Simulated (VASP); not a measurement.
Wanted: the native input for a VASP 6.6.1 run.

```yaml
Task: band structure
Functional: LDA
Potentials_or_basis: VASP PAW LDA potentials, release 64 (C, Be)
Cutoff: 520 eV
k_mesh: 12 × 12 × 12
Occupations: gaussian, width 0.02 eV
Spin: no spin polarisation
Ladder: free
Further_INCAR_settings: ALGO = Normal; EDIFF = 1e-06; NBANDS = 11
```

The structure of Be2C lies in POSCAR:

```
Be2C
1.0
    0.0000000000      2.1650000000      2.1650000000
    2.1650000000      0.0000000000      2.1650000000
    2.1650000000      2.1650000000      0.0000000000
C Be
1 2
Direct
    0.0000000000      0.0000000000      0.0000000000
    0.7500000000      0.7500000000      0.7500000000
    0.2500000000      0.2500000000      0.2500000000
```

One way to write it, as run:

INCAR

```
SYSTEM = Be2C
PREC     = Accurate       ! precision mode
ENCUT    = 520            ! plane-wave cutoff, eV
EDIFF    = 1E-6           ! SCF threshold, eV
ISMEAR   = 0              ! smearing method
SIGMA    = 0.02           ! smearing width, eV
LREAL    = .False.        ! projectors in reciprocal space
LASPH    = .True.         ! aspherical terms in the spheres
NELM     = 60             ! most SCF steps
ALGO     = Normal         ! electronic algorithm
ISIF     = 2              ! what is computed and relaxed
LWAVE    = .False.        ! write WAVECAR
LCHARG   = .False.        ! write CHGCAR
NBANDS   = 11             ! bands
```

KPOINTS

```
Automatic mesh
0
Gamma
  12 12 12
  0 0 0
```

KPOINTS_OPT

```
path GXWKGLUWLK,UX
10
line-mode
reciprocal
 0.0000000000  0.0000000000  0.0000000000  G
 0.5000000000  0.0000000000  0.5000000000  X

 0.5000000000  0.0000000000  0.5000000000  X
 0.5000000000  0.2500000000  0.7500000000  W

 0.5000000000  0.2500000000  0.7500000000  W
 0.3750000000  0.3750000000  0.7500000000  K

 0.3750000000  0.3750000000  0.7500000000  K
 0.0000000000  0.0000000000  0.0000000000  G

 0.0000000000  0.0000000000  0.0000000000  G
 0.5000000000  0.5000000000  0.5000000000  L

 0.5000000000  0.5000000000  0.5000000000  L
 0.6250000000  0.2500000000  0.6250000000  U

 0.6250000000  0.2500000000  0.6250000000  U
 0.5000000000  0.2500000000  0.7500000000  W

 0.5000000000  0.2500000000  0.7500000000  W
 0.5000000000  0.5000000000  0.5000000000  L

 0.5000000000  0.5000000000  0.5000000000  L
 0.3750000000  0.3750000000  0.7500000000  K

 0.6250000000  0.2500000000  0.6250000000  U
 0.5000000000  0.0000000000  0.5000000000  X
```

Potentials or basis: VASP PAW LDA potentials, release 64 (C, Be).

Command:

```sh
$ cat potpaw_LDA.64/C/POTCAR potpaw_LDA.64/Be/POTCAR > POTCAR
$ mpirun -np 1 vasp_std > vasp.out
```

It gave:

```
Pressure                : -8.1 GPa
Band gap on the k mesh  : 1.18 eV, indirect (least direct gap 4.02 eV)
Band gap along the path : 1.18 eV, indirect (least direct gap 4.02 eV)
```

Run time: 12 s on 1 thread of Intel(R) Xeon(R) Platinum 8488C (Sapphire Rapids), with other jobs on the host, peak memory 0.14 GiB.
